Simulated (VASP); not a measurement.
# TiO2 (P4_2/mnm) in VASP: notebook, part 2 of 2

VASP 6.6.1. Earlier steps stand in the parts before.

## (4) Dielectric tensor, PBE

Input file INCAR:

```
  ALGO = Normal
  EDIFF = 1E-8
  ENCUT = 280
  GGA = PE
  ISIF = 2
  ISMEAR = 0
  LASPH = True
  LCHARG = False
  LEPSILON = True
  LREAL = False
  LWAVE = False
  NELM = 100
  PREC = Accurate
  SIGMA = 0.01
```

Input file KPOINTS:

```
k-points
0
Gamma
  6 6 9
```

Input file POSCAR:

```
TiO2
1.0
    4.5998373239      0.0000000000      0.0000000000
    0.0000000000      4.5998373239      0.0000000000
    0.0000000000      0.0000000000      2.9592135600
Ti O
2 4
Direct
    0.0000000000      0.0000000000      0.5000000000
    0.5000000000      0.5000000000      0.0000000000
    0.3043213200      0.3043213200      0.5000000000
    0.1956786800      0.8043213200      0.0000000000
    0.8043213200      0.1956786800      0.0000000000
    0.6956786800      0.6956786800      0.5000000000
```

Potentials or basis: VASP PAW PBE potentials, release 64 (Ti_sv, O).

Launch:

```bash
cat potpaw_PBE.64/Ti_sv/POTCAR potpaw_PBE.64/O/POTCAR > POTCAR
mpirun -np 1 vasp_std > vasp.out
```

OUTCAR:

```text
EDIFF = 1E-8
   ENCUT = 280
   GGA = PE
   ISIF = 2
   ISMEAR = 0
   LASPH = True
   LEPSILON = True
   LREAL = False
   NELM = 100
   PREC = Accurate

 Found     50 irreducible k-points:

 Following reciprocal coordinates:
            Coordinates               Weight
  0.000000  0.000000  0.000000      1.000000
  0.166667  0.000000  0.000000      4.000000
  0.333333  0.000000  0.000000      4.000000
  0.500000  0.000000  0.000000      2.000000
  0.166667  0.166667  0.000000      4.000000
  0.333333  0.166667  0.000000      8.000000
   k-points           NKPTS =     50   k-points in BZ     NKDIM =     50   number of bands    NBANDS=     28
   number of dos      NEDOS =    301   number of ions     NIONS =      6
   total plane-waves  NPLWV =  12544
   dimension x,y,z NGX =    28 NGY =   28 NGZ =   16
   dimension x,y,z NGXF=    56 NGYF=   56 NGZF=   32
   ions per type =               2   4
   NGX,Y,Z   is equivalent  to a cutoff of  10.12, 10.12,  8.99 a.u.
   NGXF,Y,Z  is equivalent  to a cutoff of  20.24, 20.24, 17.98 a.u.
 SYSTEM =  unknown system
   PREC   = accura    normal or accurate (medium, high low for compatibility)
   ISTART =      0    job   : 0-new  1-cont  2-samecut
   ICHARG =      2    charge: 1-file 2-atom 10-const
   ISPIN  =      1    spin polarized calculation?
   LNONCOLLINEAR =      F non collinear calculations
   LSORBIT =      F    spin-orbit coupling
   LASPH  =      T    aspherical Exc in radial PAW
   ENCUT  =  280.0 eV  20.58 Ry    4.54 a.u.   6.28  6.28  4.04*2*pi/ulx,y,z
   NELM   =    100;   NELMIN=  2; NELMDL= -5     # of ELM steps
   EDIFF  = 0.1E-07   stopping-criterion for ELM
   LREAL  =      F    real-space projection
   EDIFFG = 0.1E-06   stopping-criterion for IOM
   NSW    =      0    number of steps for IOM
   IBRION =     -1    ionic relax: 0-MD 1-quasi-New 2-CG
   NFREE  =      0    steps in history (QN), initial steepest desc. (CG)
   ISIF   =      2    stress and relaxation
[... 274 lines left out ...]
  ---------------------------------------------------
  free energy    TOTEN  =        -1.14087526 eV

  energy without entropy =       -1.14087526

------------------------ aborting loop because EDIFF is reached ----------------------------------------

--------------------------------------- Ionic step        2  -------------------------------------------

------------------------ aborting loop because EDIFF is reached ----------------------------------------

--------------------------------------- Ionic step        3  -------------------------------------------

 Free energy of the ion-electron system (eV)
  ---------------------------------------------------
  ---------------------------------------------------
  free energy    TOTEN  =        -1.40266498 eV

  energy without entropy =       -1.40266498

------------------------ aborting loop because EDIFF is reached ----------------------------------------

 PIEZOELECTRIC TENSOR FIELD DIRECTION 3  (e Angst)
 -----------------------------------------------------------------------------
    -0.00072  0.00000  0.00000           (  0.00017  0.00000  0.00000)
     0.00000 -0.00072  0.00000           (  0.00000  0.00017  0.00000)
     0.00000  0.00000 -0.00079           (  0.00000  0.00000 -0.00042)

 PIEZOELECTRIC TENSOR FIELD DIRECTION 3  (C/m^2)
 -----------------------------------------------------------------------------
    -0.00018  0.00000  0.00000
     0.00000 -0.00018  0.00000
     0.00000  0.00000 -0.00020

 MACROSCOPIC STATIC DIELECTRIC TENSOR (including local field effects in DFT)
 ------------------------------------------------------
           7.292120     0.000000     0.000000
           0.000000     7.292120     0.000000
           0.000000     0.000000     8.731697
 ------------------------------------------------------

 PIEZOELECTRIC TENSOR (including local field effects)  for field in x, y, z        (e  Angst)
          XX          YY          ZZ          XY          YZ          ZX
  --------------------------------------------------------------------------------
  x     0.00000     0.00000     0.00000     0.00000     0.00000     0.00000
  y     0.00000     0.00000     0.00000     0.00000     0.00000     0.00000
  z     0.00000     0.00000     0.00000     0.00000     0.00000     0.00000

 PIEZOELECTRIC TENSOR (including local field effects)  for field in x, y, z        (C/m^2)
          XX          YY          ZZ          XY          YZ          ZX
  --------------------------------------------------------------------------------
  x     0.00000     0.00000     0.00000     0.00000     0.00000     0.00000
  y     0.00000     0.00000     0.00000     0.00000     0.00000     0.00000
  z     0.00000     0.00000     0.00000     0.00000     0.00000     0.00000

 BORN EFFECTIVE CHARGES (including local field effects) (in |e|, cummulative output)
 ---------------------------------------------------------------------------------
 ion    1
    1     6.28483     1.04847     0.00000
    2     1.04847     6.28483     0.00000
    3     0.00000     0.00000     7.68253
 ion    2
    1     6.28483    -1.04847     0.00000
    2    -1.04847     6.28483     0.00000
    3     0.00000     0.00000     7.68253
 ion    3
    1    -3.14241    -1.81963     0.00000
    2    -1.81963    -3.14241     0.00000
    3     0.00000     0.00000    -3.84127
 ion    4
    1    -3.14241     1.81963     0.00000
    2     1.81963    -3.14241     0.00000
    3     0.00000     0.00000    -3.84127
 ion    5
    1    -3.14241     1.81963     0.00000
    2     1.81963    -3.14241     0.00000
    3     0.00000     0.00000    -3.84127
 ion    6
    1    -3.14241    -1.81963     0.00000
    2    -1.81963    -3.14241     0.00000
    3     0.00000     0.00000    -3.84127
```

stdout:

```text
POSCAR found type information on POSCAR TiO
 POSCAR found :  2 types and       6 ions
 scaLAPACK will be used
 LDA part: xc-table for (Slater+PW92), standard interpolation
 POSCAR, INCAR and KPOINTS ok, starting setup
 FFT: planning ... GRIDC
 FFT: planning ... GRID_SOFT
 FFT: planning ... GRID
 WAVECAR not read
[... 94 lines left out ...]
 Linear response to external field (no local field effect), progress :
  Direction:   3
 dielectric tensor                  component  3 :    -1.201    -0.221     8.838
 Linear response to external field, progress :
  Direction:   1
 dielectric tensor                  component  1 :     7.292    -0.319    -0.737
 Linear response to external field, progress :
  Direction:   2
 dielectric tensor                  component  2 :    -0.320     7.292    -0.725
 Linear response to external field, progress :
  Direction:   3
 dielectric tensor                  component  3 :    -1.200    -0.222     8.732
 Born effective charges drift removed
```

It took 6.6 min on 1 thread of AMD EPYC 9R45 (Zen 5), shared host; peak memory 0.24 GiB.

The run converged, but a check on its numbers failed (symmetry, net force, bounds or a known fault of this set-up), so they aren't taken as properties of the crystal.

Caveat: the cutoff lies under the usual one of these potentials, so the numbers hold a large basis-set error.
